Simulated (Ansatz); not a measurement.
**Pt: relaxation of cell and atoms with LDA**

Pt:

```
Pt
1.0
     0.00000    1.96090    1.96090
     1.96090    0.00000    1.96090
     1.96090    1.96090    0.00000
Pt
1
Direct
  0.00000 0.00000 0.00000
```

| Property | Result |
| --- | --- |
| Program | Ansatz 0.2.0 |
| Task | relaxation of cell and atoms |
| Functional | LDA |
| Potentials or basis | Ansatz PAW |
| Cutoff | 420 eV (not typed: the program's choice for these potentials) |
| k mesh | 12 × 12 × 12 |
| Occupations | fermi-dirac, width 0.05 eV |
| Spin | no spin polarisation |

```json
{"Relaxed volume": "14.77 Å³/atom", "Relaxed cell": "a = 2.754 Å, b = 2.754 Å, c = 2.754 Å, α = 60.00°, β = 60.00°, γ = 60.00°", "Space group after relaxing (to 0.05 Å)": "Fm-3m (No. 225)", "Energy gained by relaxing": "6.0 meV/atom", "Ionic steps": "4", "Pressure after relaxing": "0.0 GPa"}
```

The path:
```csv
step,energy change (eV),largest force (eV/Å),volume (Å³)
1,0.0000,0.0000,15.08
2,-0.0061,0.0000,14.79
3,-0.0061,0.0000,14.77
4,-0.0060,0.0000,14.77
```

Final structure:
```
Pt
1.0
     0.00000    1.94724    1.94724
     1.94724    0.00000    1.94724
     1.94724    1.94724    0.00000
Pt
1
Direct
  0.00000 0.00000 0.00000
```

Wall time 1.7 s on 2 threads of Arm Neoverse V2 (shared host), peak memory 0.26 GiB.

Caveat: the plane-wave basis is chosen anew once the cell has moved, so the energies of steps on either side of that aren't comparable; the PAW data sets come from PBE, with cores solved anew for the run's functional, which leaves a small shift of forces and pressure. The run has no spin-orbit coupling, so splittings on Pt are missing.
